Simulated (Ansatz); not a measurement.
ZnS at -1 GPa: from Born charge to LO–TO splitting and polaron coupling

Computed with DFT PBEsol, scalar-relativistic, plane waves, PAW (Ansatz). Plane waves to 420 eV; Γ-centred k mesh 10×10×10; fixed occupations. No spin polarisation. Phonons by linear response, acoustic sum rule imposed.

The cell, relaxed at -1 GPa:
```
Zn S
1.0
     0.00000    2.68977    2.68977
     2.68977    0.00000    2.68977
     2.68977    2.68977    0.00000
Zn S
1 1
Direct
  0.00000 0.00000 0.00000
  0.75000 0.75000 0.75000
```

Linear response gives ν_TO = 272.5 cm⁻¹, Born charges ±1.965 e (positive on Zn) and ε∞ = 6.101. The primitive cell holds 38.920 Å³, and the masses are 65.380 and 32.060 amu.

Q: Find ν_LO and the static dielectric constant.

A: The long-wave field adds a restoring force: ω_LO² − ω_TO² = Z*²e²/(ε_vac ε∞ μV). In these units ν_LO² − ν_TO² = 4.92064×10⁷ Z*²/(μ V ε∞) cm⁻², with μ = m₁m₂/(m₁ + m₂) = 21.512 amu: 37207 cm⁻². So ν_LO = √(272.5² + 37207) = 333.9 cm⁻¹, and the run gives 333.9. Lyddane–Sachs–Teller then gives ε0 = ε∞ (ν_LO/ν_TO)² = 9.16, against 9.16 in the run (it forms both from the same three quantities, so the match checks the arithmetic only). Between ν_TO and ν_LO the dielectric function is negative and an undamped crystal reflects fully: a reststrahlen band from 30.0 to 36.7 μm.

Q: What do the Clausius–Mossotti polarisability and the Szigeti charge come to?

A: With the Lorentz local field, α = (3V/4π)(ε∞ − 1)/(ε∞ + 2) = 5.85 Å³ for the pair, and e_S = 3Z*/(ε∞ + 2) = 0.73 e. The Born charge includes the electrons' response to the dipole's own local field, and e_S takes that enhancement out. The Lorentz field assumes point-like polarisable ions, a poor picture once ε∞ is this large, since the electron clouds then overlap or are shared, so both numbers are formal here.

Q: How strongly does a slow electron couple to the LO mode?

A: For one isotropic parabolic band, Fröhlich's constant is α_F = (1/ε∞ − 1/ε0) √(m* Ry/ħω_LO), with Ry = 13.606 eV, ħω_LO = 41.4 meV and m* in free-electron masses: α_F = 0.0547 × 18.13 × √m* = 0.99 √m*. The band mass isn't part of this run; for m* = 0.1, 0.3 and 1 it gives 0.31, 0.54, 0.99. In weak coupling the polaron lies α_F ħω_LO below the band edge (22 meV at m* = 0.3) with a mass m*(1 + α_F/6); past α_F of about 5 or 6 that expansion fails. A semilocal functional's ε∞ tends to be too large, which taken alone lowers α_F.

Cost: 1 run of about 0.43 core-minutes, on AMD EPYC 9R45 (Zen 5) (shared hosts).

The LO–TO splitting shows a substantially polar lattice, but a Born charge of 1.965 e doesn't mean that ZnS consists of Zn²⁺ and S²⁻ ions. In a tetrahedral, partly covalent crystal, displacing the sublattices changes the Zn–S hybridisation and drives charge along the bonds, so the dynamical charge can approach the formal valence without full static transfer.

The TO frequency is close to that known for zinc blende ZnS, whereas ε∞ is clearly too high and ν_LO too low. The likely common cause is the semilocal functional's too small gap, which makes the electrons too polarisable and overscreens the long-range field that stiffens the LO mode. The lattice part of the static constant, ε0 − ε∞, depends on the Born charge and ν_TO but not on ε∞, so the electronic error passes into ε0 as an offset.

The coupling estimate suits a light, s-like conduction electron, for which it suggests a large, weakly bound polaron; it doesn't carry over to holes in the degenerate, S 3p-derived valence bands.
